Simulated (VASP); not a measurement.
# Nb (Im-3m) in VASP: further runs

The runs below take Nb through band structure, with LDA, PBE.

Everything below comes from runs of VASP 6.6.1. Logs are shortened: lines on timing, memory, paths and dates and some standing lists are left out, and cuts for length are marked.

## 1. The crystal as given

Symmetry: Im-3m, No. 229, cubic system. Conventional cell: a = 3.246 Å, b = 3.246 Å, c = 3.246 Å, α = 90.00°, β = 90.00°, γ = 90.00°. Nb (site symmetry m-3m) has 8 Nb at 2.81 Å as nearest neighbours.

## 2. Band structure, LDA

File INCAR:

```
SYSTEM = Nb
PREC = Accurate
ENCUT = 520
EDIFF = 1E-7
ISMEAR = 1
SIGMA = 0.1
LREAL = .False.
LASPH = .True.
NELM = 80
ALGO = Fast
ISIF = 2
LWAVE = .False.
LCHARG = .False.
LMAXMIX = 4
GGA = CA
NBANDS = 12
ICORELEVEL = 1
```

File KPOINTS:

```
Automatic mesh
0
Gamma
  16 16 16
  0 0 0
```

File POSCAR:

```
Nb                                      
1.0
   -1.6231166885      1.6231166885      1.6231166885
    1.6231166885     -1.6231166885      1.6231166885
    1.6231166885      1.6231166885     -1.6231166885
  Nb            
     1
Direct
     0.0000000000000000    0.0000000000000000    0.0000000000000000
```

File KPOINTS_OPT:

```
explicit points
124
Reciprocal
 0.0000000000  0.0000000000  0.0000000000 1
 0.0263157895 -0.0263157895  0.0263157895 1
 0.0526315789 -0.0526315789  0.0526315789 1
 0.0789473684 -0.0789473684  0.0789473684 1
 0.1052631579 -0.1052631579  0.1052631579 1
 0.1315789474 -0.1315789474  0.1315789474 1
[... 116 lines left out ...]
 0.2500000000  0.2500000000  0.2500000000 1
 0.0000000000  0.0000000000  0.5000000000 1
```

Potentials or basis: VASP PAW LDA potentials, release 64 (Nb_sv).

Launch:

```console
$ cat potpaw_LDA.64/Nb_sv/POTCAR > POTCAR
$ mpirun -np 1 vasp_std > vasp.out
```

OUTCAR:

```text
SYSTEM = Nb
   PREC = Accurate
   ENCUT = 520
   EDIFF = 1E-7
   ISMEAR = 1
   LREAL = .False.
   LASPH = .True.
   NELM = 80
   ISIF = 2
   GGA = CA

 ion  position               nearest neighbor table
   1  0.000  0.000  0.000-

  LATTYP: Found a body centered cubic cell.
 ALAT       =     3.2462333770

  Lattice vectors:

 A1 = (  -1.6231166885,   1.6231166885,   1.6231166885)
 A2 = (   1.6231166885,  -1.6231166885,   1.6231166885)
 A3 = (   1.6231166885,   1.6231166885,  -1.6231166885)

Analysis of symmetry for initial positions (statically):
=====================================================================
 Subroutine PRICEL returns:
 Original cell was already a primitive cell.

 Routine SETGRP: Setting up the symmetry group for a
 body centered cubic supercell.

 Subroutine GETGRP returns: Found 48 space group operations
 (whereof 48 operations were pure point group operations)
 out of a pool of 48 trial point group operations.

The static configuration has the point symmetry O_h .

Analysis of symmetry for dynamics (positions and initial velocities):
=====================================================================
 Subroutine PRICEL returns:
 Original cell was already a primitive cell.

 Routine SETGRP: Setting up the symmetry group for a
 body centered cubic supercell.

 Subroutine GETGRP returns: Found 48 space group operations
 (whereof 48 operations were pure point group operations)
 out of a pool of 48 trial point group operations.

The dynamic configuration has the point symmetry O_h .

 Subroutine INISYM returns: Found 48 space group operations
 (whereof 48 operations are pure point group operations),
 and found     1 'primitive' translations

----------------------------------------------------------------------------------------

                                     Primitive cell

  volume of cell :      17.1045

  direct lattice vectors                    reciprocal lattice vectors
    -1.623116688  1.623116688  1.623116688     0.000000000  0.308049325  0.308049325
     1.623116688 -1.623116688  1.623116688     0.308049325  0.000000000  0.308049325
     1.623116688  1.623116688 -1.623116688     0.308049325  0.308049325  0.000000000

  length of vectors
     2.811320571  2.811320571  2.811320571     0.435647533  0.435647533  0.435647533

  position of ions in fractional coordinates (direct lattice)
     0.000000000  0.000000000  0.000000000

  ion indices of the primitive-cell ions
   primitive index   ion index
                 1           1

----------------------------------------------------------------------------------------

 KPOINTS: Automatic mesh

Automatic generation of k-mesh.
 Grid dimensions read from file:
 generate k-points for:   16   16   16

 Generating k-lattice:

  Cartesian coordinates                     Fractional coordinates (reciprocal lattice)
     0.000000000  0.019253083  0.019253083     0.062500000  0.000000000  0.000000000
     0.019253083  0.000000000  0.019253083     0.000000000  0.062500000  0.000000000
     0.019253083  0.019253083  0.000000000     0.000000000  0.000000000  0.062500000

  Length of vectors
     0.027227971  0.027227971  0.027227971

  Shift w.r.t. Gamma in fractional coordinates (k-lattice)
     0.000000000  0.000000000  0.000000000

 Subroutine IBZKPT returns following result:
 ===========================================

 Found    145 irreducible k-points:

 Following reciprocal coordinates:
            Coordinates               Weight
  0.000000  0.000000  0.000000      1.000000
  0.062500  0.000000  0.000000     12.000000
  0.125000  0.000000  0.000000     12.000000
  0.187500  0.000000  0.000000     12.000000
  0.250000  0.000000  0.000000     12.000000
  0.312500  0.000000  0.000000     12.000000
[... 16 lines left out ...]
  0.187500  0.187500  0.000000     24.000000
  0.250000  0.187500  0.000000     48.000000
 [... further k-points ...]
   k-points           NKPTS =    145   k-points in BZ     NKDIM =    145   number of bands    NBANDS=     12
   number of dos      NEDOS =    301   number of ions     NIONS =      1
   total plane-waves  NPLWV =  13824
   dimension x,y,z NGX =    24 NGY =   24 NGZ =   24
   dimension x,y,z NGXF=    48 NGYF=   48 NGZF=   48
   ions per type =               1
   NGX,Y,Z   is equivalent  to a cutoff of  14.19, 14.19, 14.19 a.u.
   NGXF,Y,Z  is equivalent  to a cutoff of  28.38, 28.38, 28.38 a.u.
 SYSTEM =  Nb
   PREC   = accura    normal or accurate (medium, high low for compatibility)
   ISTART =      0    job   : 0-new  1-cont  2-samecut
   ICHARG =      2    charge: 1-file 2-atom 10-const
   ISPIN  =      1    spin polarized calculation?
   LNONCOLLINEAR =      F non collinear calculations
   LSORBIT =      F    spin-orbit coupling
   LASPH  =      T    aspherical Exc in radial PAW
   ENCUT  =  520.0 eV  38.22 Ry    6.18 a.u.   5.23  5.23  5.23*2*pi/ulx,y,z
   NELM   =     80;   NELMIN=  2; NELMDL= -5     # of ELM steps
   EDIFF  = 0.1E-06   stopping-criterion for ELM
   LREAL  =      F    real-space projection
   EDIFFG = 0.1E-05   stopping-criterion for IOM
   NSW    =      0    number of steps for IOM
   IBRION =     -1    ionic relax: 0-MD 1-quasi-New 2-CG
   NFREE  =      0    steps in history (QN), initial steepest desc. (CG)
   ISIF   =      2    stress and relaxation
   ISYM   =      2    0-nonsym 1-usesym 2-fastsym
   POTIM  = 0.5000    time-step for ionic-motion
   TEBEG  =    0.0;   TEEND  =   0.0 temperature during run
   PSTRESS=    0.0 pullay stress
   NELECT =      13.0000    total number of electrons
   NUPDOWN=      -1.0000    fix difference up-down
   EMIN   =  10.00;   EMAX   =-10.00  energy-range for DOS
   EFERMI =   0.00;   METHOD = LEGACY
   ISMEAR =     1;   SIGMA  =   0.10  broadening in eV -4-tet -1-fermi 0-gaus
   EFERMI_NEDOS =   21; number of points for ismear=-14 and -15
   IALGO  =     68    algorithm
   IMIX   =      4    mixing-type and parameters
     AMIX     =   0.40;   BMIX     =  1.00
     AMIX_MAG =   1.60;   BMIX_MAG =  1.00
  volume/ion in A,a.u.               =      17.10       115.43
  Fermi-wavevector in a.u.,A,eV,Ry     =   1.494008  2.823265 30.369012  2.232059
  Thomas-Fermi vector in A             =   2.606336
   LORBIT       =      0    0 simple, 1 ext, 2 COOP (PROOUT), +10 PAW based schemes
   GGA     = CA    functional components
   LHFCALC =     F    Hartree Fock is set to
   AEXX    =    0.0000 exact exchange contribution
   IVDW    =     0    specifies the selected vdW correction
   LEPSILON=     F    determine dielectric tensor
   LRPA    =     F    only Hartree local field effects (RPA)
 non-spin polarized calculation
 RMM-DIIS sequential band-by-band and
 Methfessel and Paxton  Order N= 1 SIGMA  =   0.10
  energy-cutoff  :      520.00
  volume of cell :       17.10
 maximum number of plane-waves:       474
 NGX is ok and might be reduce to    24
   NGX = 11   NGY = 11   NGZ = 11

 number of electron      13.0000001 magnetization

 Free energy of the ion-electron system (eV)
  ---------------------------------------------------
  ext. energy  EPLUGINS =         0.00000000
  ---------------------------------------------------
  free energy    TOTEN  =       -11.25922111 eV

  energy without entropy =      -11.25950870  energy(sigma->0) =      -11.25931697

 the core state eigenenergies are
   1-  1s -18688.6974  2s  -2603.4999  2p  -2327.0558  3s   -420.3826  3p   -329.6548
       3d   -180.3446

 E-fermi :  11.7132     XC(G=0): -12.9829

 val. band max:       11.7076778096   @ k =  -0.3125   0.3750   0.0625
 cond. band min:      11.7339002638   @ k =  -0.1875   0.1875   0.0625
 fundamental gap:      0.0262224542
 Fermi energy:        11.7131894874

 k-point     1 :       0.0000    0.0000    0.0000
  band No.  band energies     occupation
      1     -42.2818      2.00000
      2     -17.6076      2.00000
      3     -17.6076      2.00000
      4     -17.6076      2.00000
      5       5.7204      2.00000
      6      12.0509     -0.00002
      7      12.0509     -0.00002
      8      12.0509     -0.00002
      9      15.1291      0.00000
     10      15.1291      0.00000
     11      26.1079      0.00000
     12      26.1079      0.00000

 k-point     2 :       0.0625    0.0000    0.0000
  band No.  band energies     occupation
      1     -42.2703      2.00000
      2     -17.6746      2.00000
      3     -17.6277      2.00000
      4     -17.6083      2.00000
      5       5.8930      2.00000
      6      11.9431     -0.00541
      7      12.0261     -0.00009
      8      12.2169     -0.00000
      9      14.9596      0.00000
     10      15.1286      0.00000
     11      26.2568      0.00000
     12      26.4134      0.00000

 k-point     3 :       0.1250    0.0000    0.0000
  band No.  band energies     occupation
      1     -42.2376      2.00000
      2     -17.8626      2.00000
      3     -17.6844      2.00000
      4     -17.6101      2.00000
      5       6.3775      2.00000
      6      11.6524      1.84700
      7      11.9159     -0.01461
      8      12.7071     -0.00000
      9      14.6353      0.00000
     10      15.1382      0.00000
     11      26.6000      0.00000
     12      27.2613      0.00000

 k-point     4 :       0.1875    0.0000    0.0000
  band No.  band energies     occupation
      1     -42.1883      2.00000
      2     -18.1366      2.00000
      3     -17.7683      2.00000
      4     -17.6130      2.00000
      5       7.0616      2.00000
      6      11.2545      2.00000
      7      11.7047      1.14324
      8      13.4971     -0.00000
      9      14.4775      0.00000
     10      15.1843      0.00000
     11      26.8060      0.00000
     12      28.5151      0.00000

 k-point     5 :       0.2500    0.0000    0.0000
  band No.  band energies     occupation
      1     -42.1295      2.00000
      2     -18.4494      2.00000
      3     -17.8656      2.00000
      4     -17.6164      2.00000
      5       7.7097      2.00000
      6      10.8309      2.00000
      7      11.6154      2.04525
      8      14.5432      0.00000
      9      14.5886      0.00000
     10      15.2902      0.00000
     11      26.4031      0.00000
     12      28.3375      0.00000
[... 166 lines left out ...]
 k-point    17 :       0.1250    0.1250    0.0000
  band No.  band energies     occupation
      1     -42.1614      2.00000
      2     -18.2637      2.00000
      3     -17.7781      2.00000
      4     -17.6695      2.00000
      5       7.4661      2.00000
      6      11.2374      2.00000
      7      11.2805      2.00000
      8      14.1222      0.00000
      9      14.1903      0.00000
     10      15.4550      0.00000
     11      27.4768      0.00000
     12      27.9881      0.00000

 k-point    18 :       0.1875    0.1250    0.0000
  band No.  band energies     occupation
      1     -42.1068      2.00000
      2     -18.5209      2.00000
      3     -17.8836      2.00000
      4     -17.6883      2.00000
      5       8.1296      2.00000
      6      10.8332      2.00000
      7      11.1298      2.00000
      8      14.2174      0.00000
      9      15.2539      0.00000
     10      15.6711      0.00000
     11      26.9655      0.00000
     12      27.9843      0.00000

 k-point    19 :       0.2500    0.1250   -0.0000
  band No.  band energies     occupation
      1     -42.0517      2.00000
      2     -18.7662      2.00000
      3     -18.0017      2.00000
      4     -17.6984      2.00000
      5       8.4805      2.00000
      6      10.4789      2.00000
      7      11.3975      2.00008
      8      14.4648      0.00000
      9      15.8173      0.00000
     10      16.5908      0.00000
     11      25.8619      0.00000
     12      27.3519      0.00000

 k-point    20 :       0.3125    0.1250   -0.0000
  band No.  band energies     occupation
      1     -42.0045      2.00000
      2     -18.9675      2.00000

------------------------ aborting loop because EDIFF is reached ----------------------------------------

  FORCE on cell =-STRESS in cart. coord.  units (eV):
  Direction    XX          YY          ZZ          XY          YZ          ZX
  --------------------------------------------------------------------------------------
  -------------------------------------------------------------------------------------
  Total       -0.0037225     -0.0037225     -0.0037225     -0.0000000      0.0000000     -0.0000000
  in kB       -0.3486877     -0.3486877     -0.3486877     -0.0000000      0.0000000     -0.0000000
  external PRESSURE =      -0.3486877 kB  Pullay stress =       0.0000000 kB

 VOLUME and BASIS-vectors are now :
 -----------------------------------------------------------------------------
  energy-cutoff  :      520.00
  volume of cell :       17.10
      direct lattice vectors                 reciprocal lattice vectors
    -1.623116688  1.623116688  1.623116688     0.000000000  0.308049325  0.308049325
     1.623116688 -1.623116688  1.623116688     0.308049325  0.000000000  0.308049325
     1.623116688  1.623116688 -1.623116688     0.308049325  0.308049325  0.000000000

 POSITION                                       TOTAL-FORCE (eV/Angst)
 -----------------------------------------------------------------------------------
      0.00000      0.00000      0.00000        -0.000000      0.000000     -0.000000
 -----------------------------------------------------------------------------------
    total drift:                                0.000000      0.000000      0.000000

  FREE ENERGIE OF THE ION-ELECTRON SYSTEM (eV)
  ---------------------------------------------------
  free  energy   TOTEN  =       -11.2592211101 eV

  energy  without entropy=      -11.2595087015  energy(sigma->0) =      -11.25931697
```

Wall time 29 s (1 thread of Intel Xeon 6975P-C (Granite Rapids), shared host); peak memory 0.16 GiB.

What came out:

* Free energy: -11.2592 eV
* Pressure: 0.0 GPa
* Band gap along the path: none (metal or under the smearing width)

Levels at the corners of the path, in eV from the Fermi level:
| point | band 2 | band 3 | band 4 | band 5 | band 6 | band 7 | band 8 | band 9 | band 10 | band 11 |
| --- | --- | --- | --- | --- | --- | --- | --- | --- | --- | --- |
| Γ | -29.32 | -29.32 | -29.32 | -5.99 | 0.34 | 0.34 | 0.34 | 3.42 | 3.42 | 14.39 |
| H | -30.42 | -30.42 | -30.42 | -4.03 | -4.03 | 6.00 | 6.00 | 6.00 | 9.54 | 9.54 |
| H | -30.42 | -30.42 | -30.42 | -4.03 | -4.03 | 6.00 | 6.00 | 6.00 | 9.54 | 9.54 |
| N | -30.94 | -29.83 | -29.34 | -3.94 | -1.82 | 2.63 | 3.48 | 4.21 | 6.84 | 11.83 |
| N | -30.94 | -29.83 | -29.34 | -3.94 | -1.82 | 2.63 | 3.48 | 4.21 | 6.84 | 11.83 |
| Γ | -29.32 | -29.32 | -29.32 | -5.99 | 0.34 | 0.34 | 0.34 | 3.42 | 3.42 | 14.39 |
| Γ | -29.32 | -29.32 | -29.32 | -5.99 | 0.34 | 0.34 | 0.34 | 3.42 | 3.42 | 14.39 |
| P | -30.15 | -30.15 | -30.15 | -1.10 | -1.10 | -1.10 | 4.35 | 4.35 | 9.90 | 12.58 |
| P | -30.15 | -30.15 | -30.15 | -1.10 | -1.10 | -1.10 | 4.35 | 4.35 | 9.90 | 12.58 |
| H | -30.42 | -30.42 | -30.42 | -4.03 | -4.03 | 6.00 | 6.00 | 6.00 | 9.54 | 9.54 |
| P | -30.15 | -30.15 | -30.15 | -1.10 | -1.10 | -1.10 | 4.35 | 4.35 | 9.90 | 12.58 |
| N | -30.94 | -29.83 | -29.34 | -3.94 | -1.82 | 2.63 | 3.48 | 4.21 | 6.84 | 11.83 |

Core levels (eV, on the scale of the bands):
| atom | levels |
| --- | --- |
| 1 Nb | 1s -18688.7, 2s -2603.5, 2p -2327.1, 3s -420.4, 3p -329.7, 3d -180.3 |

(Continued in part 2 of 2.)
